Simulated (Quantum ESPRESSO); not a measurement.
# Au in Quantum ESPRESSO: work function with PBE

Aim: the work function of Au with PBE.

Program: Quantum ESPRESSO 7.5. These are calculated values, not measurements. Logs are shortened: lines on timing, memory, paths and dates and some standing lists are left out, and cuts for length are marked.

## Step 1: The structure

The cell holds a slab with vacuum, 5 atoms: a = 2.823 Å, b = 2.920 Å, c = 24.786 Å, α = 90.00°, β = 90.00°, γ = 118.91°.

## Step 2: Work function, PBE

File pw.in:

```
&CONTROL
  calculation = 'scf'
  prefix = 'pwscf'
  outdir = './tmp'
  pseudo_dir = './pseudo'
  tprnfor = .true.
  disk_io = 'low'
/
&SYSTEM
  ibrav = 0
  celldm(1) = 8
  nat = 5
  ntyp = 1
  ecutwfc = 76
  nbnd = 61
  occupations = 'smearing'
  smearing = 'fd'
  degauss = 0.00367493
/
&ELECTRONS
  conv_thr = 5d-09
  electron_maxstep = 150
  mixing_beta = 0.3
  mixing_mode = 'local-TF'
/
ATOMIC_SPECIES
Au   196.9666 Au.upf
CELL_PARAMETERS alat
  0.6667473277013   0.0000000000000   0.0000000000000
 -0.3333736638506   0.6037516762670   0.0000000000000
  0.0000000000000   0.0000000000000   5.8549240947338
ATOMIC_POSITIONS crystal
Au     0.6653279700    0.3306559400    0.3025860307
Au     0.3346720300    0.6693440600    0.4012930153
Au     0.6653279700    0.3306559400    0.5000000000
Au     0.3346720300    0.6693440600    0.5987069847
Au     0.6653279700    0.3306559400    0.6974139693
K_POINTS automatic
11 11 1 0 0 0
```

File pp_density.in:

```
&INPUTPP
  prefix = 'pwscf'
  outdir = './tmp'
  filplot = 'density.dat'
  plot_num = 0
/
&PLOT
  nfile = 1
  filepp(1) = 'density.dat'
  iflag = 3
  output_format = 6
  fileout = 'density.cube'
/
```

File pp_potential.in:

```
&INPUTPP
  prefix = 'pwscf'
  outdir = './tmp'
  filplot = 'potential.dat'
  plot_num = 11
/
&PLOT
  nfile = 1
  filepp(1) = 'potential.dat'
  iflag = 3
  output_format = 6
  fileout = 'potential.cube'
/
```

File pp_elf.in:

```
&INPUTPP
  prefix = 'pwscf'
  outdir = './tmp'
  filplot = 'elf.dat'
  plot_num = 8
/
&PLOT
  nfile = 1
  filepp(1) = 'elf.dat'
  iflag = 3
  output_format = 6
  fileout = 'elf.cube'
/
```

Potentials or basis: PseudoDojo 0.4.1 SR PBE standard.

Command:

```bash
$ OMP_NUM_THREADS=1 mpirun -n 2 pw.x -nk 2 -in pw.in > pw.out
$ OMP_NUM_THREADS=1 mpirun -n 1 pp.x -in pp_density.in > pp_density.out
$ OMP_NUM_THREADS=1 mpirun -n 1 pp.x -in pp_potential.in > pp_potential.out
$ OMP_NUM_THREADS=1 mpirun -n 1 pp.x -in pp_elf.in > pp_elf.out
```

pw.out:

```text
This program is part of the open-source Quantum ESPRESSO suite
     for quantum simulation of materials; please cite
[... 6 lines left out ...]
     using ibrav=0 with symmetry is DISCOURAGED, use correct ibrav instead

     K-points division:     npool     =       2
     Subspace diagonalization in iterative solution of the eigenvalue problem:
     a serial algorithm will be used

     G-vector sticks info
     --------------------
     sticks:   dense  smooth     PW     G-vecs:    dense   smooth      PW
     Sum         621     621    191               108063   108063   17877

     Using Slab Decomposition

     bravais-lattice index     =            0
     lattice parameter (alat)  =       8.0000  a.u.
     unit-cell volume          =    1206.7321 (a.u.)^3
     number of atoms/cell      =            5
     number of atomic types    =            1
     number of electrons       =        95.00
     number of Kohn-Sham states=           61
     kinetic-energy cutoff     =      76.0000  Ry
     charge density cutoff     =     304.0000  Ry
     scf convergence threshold =      5.0E-09
     mixing beta               =       0.3000
     number of iterations used =            8  local-TF  mixing
     Exchange-correlation= PBE
                           (   1   4   3   4   0   0   0)

     celldm(1)=   8.000000  celldm(2)=   0.000000  celldm(3)=   0.000000
     celldm(4)=   0.000000  celldm(5)=   0.000000  celldm(6)=   0.000000

     crystal axes: (cart. coord. in units of alat)
               a(1) = (   0.666747   0.000000   0.000000 )
               a(2) = (  -0.333374   0.603752   0.000000 )
               a(3) = (   0.000000   0.000000   5.854924 )

     reciprocal axes: (cart. coord. in units 2 pi/alat)
               b(1) = (  1.499819  0.828155 -0.000000 )
               b(2) = (  0.000000  1.656310  0.000000 )
               b(3) = (  0.000000 -0.000000  0.170796 )

     PseudoPot. # 1 for Au read from file:
     Au.upf
     Pseudo is Norm-conserving + core correction, Zval = 19.0
     Generated using ONCVPSP code by D. R. Hamann
     Using radial grid of 1356 points,  7 beta functions with:
                l(1) =   0
                l(2) =   0
                l(3) =   1
                l(4) =   1
                l(5) =   2
                l(6) =   2
                l(7) =   3

     atomic species   valence    mass     pseudopotential
     Au               19.00   196.96660     Au( 1.00)

      4 Sym. Ops. (no inversion) found

   Cartesian axes

     site n.     atom                  positions (alat units)
         1        Au     tau(   1) = (   0.3333737   0.1996341   1.7716182  )
         2        Au     tau(   2) = (   0.0000000   0.4041176   2.3495401  )
         3        Au     tau(   3) = (   0.3333737   0.1996341   2.9274620  )
         4        Au     tau(   4) = (   0.0000000   0.4041176   3.5053840  )
         5        Au     tau(   5) = (   0.3333737   0.1996341   4.0833059  )

     number of k points=    36  Fermi-Dirac smearing, width (Ry)=  0.0037
                       cart. coord. in units 2pi/alat
        k(    1) = (   0.0000000   0.0000000   0.0000000), wk =   0.0165289
        k(    2) = (   0.0000000   0.1505736   0.0000000), wk =   0.0330579
        k(    3) = (   0.0000000   0.3011473   0.0000000), wk =   0.0330579
        k(    4) = (   0.0000000   0.4517209   0.0000000), wk =   0.0330579
        k(    5) = (   0.0000000   0.6022946   0.0000000), wk =   0.0330579
        k(    6) = (   0.0000000   0.7528682   0.0000000), wk =   0.0330579
[... 28 lines left out ...]
        k(   35) = (   0.6817357  -0.2258605   0.0000000), wk =   0.0661157
        k(   36) = (   0.6817357  -0.0752868   0.0000000), wk =   0.0661157

     Dense  grid:   108063 G-vectors     FFT dimensions: (  30,  32, 270)

     Initial potential from superposition of free atoms

     starting charge      94.9994, renormalised to      95.0000

     negative rho (up, down):  3.154E-06 0.000E+00
     Starting wfcs are   50 randomized atomic wfcs +   11 random wfcs

     Self-consistent Calculation

     iteration #  1     ecut=    76.00 Ry     beta= 0.30
     Davidson diagonalization with overlap
     ethr =  1.00E-02,  avg # of iterations =  7.1

     Threshold (ethr) on eigenvalues was too large:
     Diagonalizing with lowered threshold

     Davidson diagonalization with overlap
     ethr =  3.26E-04,  avg # of iterations =  1.7

     negative rho (up, down):  6.098E-04 0.000E+00

     total energy              =   -1481.98175915 Ry
     estimated scf accuracy    <       0.31315634 Ry

     iteration #  2     ecut=    76.00 Ry     beta= 0.30
     Davidson diagonalization with overlap
     ethr =  3.30E-04,  avg # of iterations =  1.0
[... 102 lines left out ...]
     total energy              =   -1481.94729513 Ry
     estimated scf accuracy    <          5.5E-09 Ry

     iteration # 14     ecut=    76.00 Ry     beta= 0.30
     Davidson diagonalization with overlap
     ethr =  5.81E-12,  avg # of iterations =  2.0

     End of self-consistent calculation

          k = 0.0000 0.0000 0.0000 ( 13567 PWs)   bands (ev):

   -98.4013 -98.2898 -98.2897 -98.0418 -98.0418 -49.7785 -49.6874 -49.6783
   -49.6600 -49.6313 -49.5715 -49.5709 -49.5579 -49.5573 -49.3497 -49.3497
   -49.3444 -49.3444 -49.3192 -49.3191  -2.0899  -1.3133  -0.4633   0.1063
     0.1171   2.3558   2.4112   2.4803   2.5285   2.6497   2.8379   2.8641
     2.9147   2.9475   3.0406   3.1733   3.3744   3.4065   3.8176   3.9498
     4.0265   4.2586   4.4357   4.6253   4.7667   4.9376   4.9909   5.0482
     5.0842   6.0802   7.0428  11.1338  12.0970  12.2533  13.6624  14.1730
    16.1916  16.6419  19.2967  19.4667  21.5042
[... 377 lines left out ...]
   -98.3929 -98.2814 -98.2814 -98.0335 -98.0335 -49.8431 -49.7552 -49.7418
   -49.7170 -49.7023 -49.6342 -49.6330 -49.6209 -49.6203 -49.5029 -49.5029
   -49.3993 -49.3993 -49.3028 -49.3028   0.9835   1.0451   1.3414   1.4624
     1.4835   1.7772   2.0828   2.1423   2.1487   2.5921   2.7316   2.9406
     3.0603   3.2203   3.2982   3.4649   3.4869   3.7985   4.1414   4.3750
     4.5032   4.8440   5.1329   5.3320   5.4461   6.6550   6.9335   7.4614
     8.6498  10.2659  12.7280  13.2766  13.6937  14.3658  14.7566  15.0749
    15.3405  15.9267  16.2186  17.0162  17.3458

     the Fermi energy is     7.0665 ev

!    total energy              =   -1481.94729510 Ry
     estimated scf accuracy    <          2.6E-09 Ry
     smearing contrib. (-TS)   =      -0.00141314 Ry
     internal energy E=F+TS    =   -1481.94588196 Ry

     The total energy is F=E-TS. E is the sum of the following terms:
     one-electron contribution =   -9503.20981673 Ry
     hartree contribution      =    4760.83820099 Ry
     xc contribution           =    -260.46729637 Ry
     ewald contribution        =    3520.89303016 Ry

     convergence has been achieved in  14 iterations

     Forces acting on atoms (cartesian axes, Ry/au):

     atom    1 type  1   force =     0.00000000   -0.00052291   -0.00437606
     atom    2 type  1   force =     0.00000000    0.00071721    0.00477093
     atom    3 type  1   force =     0.00000000   -0.00038859    0.00000000
     atom    4 type  1   force =     0.00000000    0.00071721   -0.00477093
     atom    5 type  1   force =     0.00000000   -0.00052291    0.00437606

     Total force =     0.009249     Total SCF correction =     0.000347

=------------------------------------------------------------------------------=
   JOB DONE.
=------------------------------------------------------------------------------=
```

pp_density.out:

```text
This program is part of the open-source Quantum ESPRESSO suite
     for quantum simulation of materials; please cite
         "P. Giannozzi et al., J. Phys.:Condens. Matter 21 395502 (2009);
         "P. Giannozzi et al., J. Phys.:Condens. Matter 29 465901 (2017);
         "P. Giannozzi et al., J. Chem. Phys. 152 154105 (2020);
     in publications or presentations arising from this work. More details at

     IMPORTANT: XC functional enforced from input :
     Exchange-correlation= PBE
                           (   1   4   3   4   0   0   0)
     Any further DFT definition will be discarded
     Please, verify this is what you really want

     G-vector sticks info
     --------------------
     sticks:   dense  smooth     PW     G-vecs:    dense   smooth      PW
     Sum         621     621    191               108063   108063   17877

     Using Slab Decomposition

     Calling punch_plot, plot_num =   0
     Writing data to file  density.dat
     Reading data from file  density.dat

     Writing data to be plotted to file density.cube
     Plot Type: 3D                     Output format: Gaussian cube

=------------------------------------------------------------------------------=
   JOB DONE.
=------------------------------------------------------------------------------=
```

Wall time 7.3 min (2 MPI ranks of Arm Neoverse V1, shared host); peak memory 0.86 GiB.

Results:

- Free energy: -20162.9201 eV
- Largest force: 0.124 eV/Å
- Band gap on the k mesh: none (metal or under the smearing width)
- Work function of the upper face: 5.17 eV
- Work function of the lower face: 5.17 eV

Forces in eV/Å, atoms in the order of the input:
```
Au   0.000 -0.013 -0.113
Au   0.000  0.018  0.123
Au   0.000 -0.010  0.000
Au   0.000  0.018 -0.123
Au   0.000 -0.013  0.113
```
